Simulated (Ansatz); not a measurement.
TaSi2 under pressure: fit and missing row

TaSi2, P6_422, a = 4.805 Å, c = 6.599 Å. The structure is a COD entry; whether it is the stable form wasn't checked. Ansatz: PBE, PAW, 420 eV, Γ-centred 9×9×6 mesh on 9 atoms, Gaussian smearing 0.10 eV; no spin polarisation. Cell and atoms are relaxed at each pressure, and no other structure is tried, so the rows at high pressure may lie past a change of phase.

| V (Å³/atom) | P (GPa) |
| --- | --- |
| ? | 20.02 |
| 13.957 | 10.01 |
| 14.286 | 5.00 |
| 14.505 | 1.99 |
| 14.660 | 0.01 |
| 14.828 | -2.02 |

Problem. Take V0 = 14.660 Å³/atom, count pressures from its P0 = 0.01 GPa, fit the third-order Birch–Murnaghan form to the other rows, and predict the missing volume.

Solution. With the Eulerian strain f = ½[(V0/V)^(2/3) − 1] and y = (P − P0)/[3f(1 + 2f)^(5/2)], the form is the line y = B0 + 1.5 B0 (B0′ − 4) f. Rows (f, y): 0.01665, 184.5; 0.00869, 183.3; 0.00356, 182.1; -0.00378, 182.4. Means f = 0.006280, y = 183.07; Σ(Δf)² = 0.0002219, ΣΔfΔy = 0.02476; the slope is their ratio. y = 182.4 + 111.6 f GPa, so B0 = 182.4 GPa and B0′ = 4 + 2 × (111.6)/(3 × 182.4) = 4.41. P = 20.02 GPa is met at f = 0.03089 (y = 185.85), so V = V0 (1 + 2f)^(−3/2) = 13.399 Å³/atom. The run gave 13.396 Å³/atom, so the fit is 0.003 Å³/atom too high, a small miss on the scale of the series. The form still works here, 83 % of the fitted range beyond its end.

Spin–orbit coupling is left out, which can shift energies with elements as heavy as these.